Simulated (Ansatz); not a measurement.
Fe (hcp)

Method: r²SCAN, scalar-relativistic; collinear spin; PAW, 500 eV, 18×18×10 k-mesh, Gaussian smearing of 0.05 eV; code Ansatz. The datasets are Ansatz's generated set soft_2.

```xyz
2
Lattice="2.5408 0.0000 0.0000 -1.2704 2.2004 0.0000 0.0000 0.0000 4.3862" Properties=species:S:1:pos:R:3 pbc="T T T"
Fe    0.0000    1.4669    3.2897
Fe    1.2704    0.7335    1.0966
```

At room temperature and ambient pressure Fe is bcc.

The geometry is fixed. Moments are started on Fe in several ways. Signs follow the order of those atoms. q is the propagation vector of an order in a doubled cell, in units of this cell's reciprocal vectors; doubled cells take an equivalent mesh or are counted from a ferromagnetic run in the same cell, unless said otherwise. Energies count from the first row, the state in which the cell was relaxed.

The starts:
- ferromagnetic
- no spin polarisation
- antiferromagnetic in the cell, signs +-
- antiparallel, q = (0, 0, 1/2), signs ++--
- antiparallel, q = (0, 1/2, 0), signs ++--
- small parallel moments

Problem. Which start ends lowest, and how far above it lies the solution without spin polarisation?

Solution. Lowest, alike within 0.5 meV/atom: ferromagnetic; small parallel moments (which grew into the full parallel moments). Without spin polarisation the energy is 938 meV/atom higher.

```json
{"start": "ferromagnetic", "largest typed moment (μB)": "3.21", "ΔE (meV/atom)": "0.0", "gap on the mesh (eV)": "metal", "P (GPa)": "0.0", "final spin moments (μB)": "Fe 2.92"}
{"start": "no spin polarisation", "largest typed moment (μB)": "0.00", "ΔE (meV/atom)": "937.8", "gap on the mesh (eV)": "metal", "P (GPa)": "-41.4", "final spin moments (μB)": "none"}
{"start": "antiferromagnetic in the cell, signs +-", "largest typed moment (μB)": "2.50", "ΔE (meV/atom)": "239.9", "gap on the mesh (eV)": "metal", "P (GPa)": "-5.2", "final spin moments (μB)": "Fe 2.80, -2.80"}
{"start": "antiparallel, q = (0, 0, 1/2), signs ++--", "largest typed moment (μB)": "2.50", "ΔE (meV/atom)": "113.7", "gap on the mesh (eV)": "metal", "P (GPa)": "-3.4", "final spin moments (μB)": "Fe 2.81, -2.81"}
{"start": "antiparallel, q = (0, 1/2, 0), signs ++--", "largest typed moment (μB)": "2.50", "ΔE (meV/atom)": "287.5", "gap on the mesh (eV)": "metal", "P (GPa)": "-7.0", "final spin moments (μB)": "Fe 2.68, -2.68"}
{"start": "small parallel moments", "largest typed moment (μB)": "0.50", "ΔE (meV/atom)": "0.0", "gap on the mesh (eV)": "metal", "P (GPa)": "0.0", "final spin moments (μB)": "Fe 2.92"}
```

The program noted a lower state or an instability beside: antiferromagnetic in the cell, signs +-; antiparallel, q = (0, 0, 1/2), signs ++--; antiparallel, q = (0, 1/2, 0), signs ++--. The lower rows of the table may be what it saw.

The atoms aren't at rest in: antiparallel, q = (0, 1/2, 0), signs ++-- (forces up to 0.23 eV/Å), so relaxing would lower that row.

The cell was relaxed in the state of the first row, and its shape doesn't suit: antiparallel, q = (0, 1/2, 0), signs ++-- (uneven stress of 12.4 GPa).

r²SCAN tends to overstate moments and magnetic energies in metals.

Without spin polarisation the pressure is 41.4 GPa lower than in the lowest state, so the magnetic solution wants the larger cell.

Only orders that fit these small cells were tried.

Site moments are of spin, integrated over atomic spheres.

A lower state of the open shells can't be excluded.
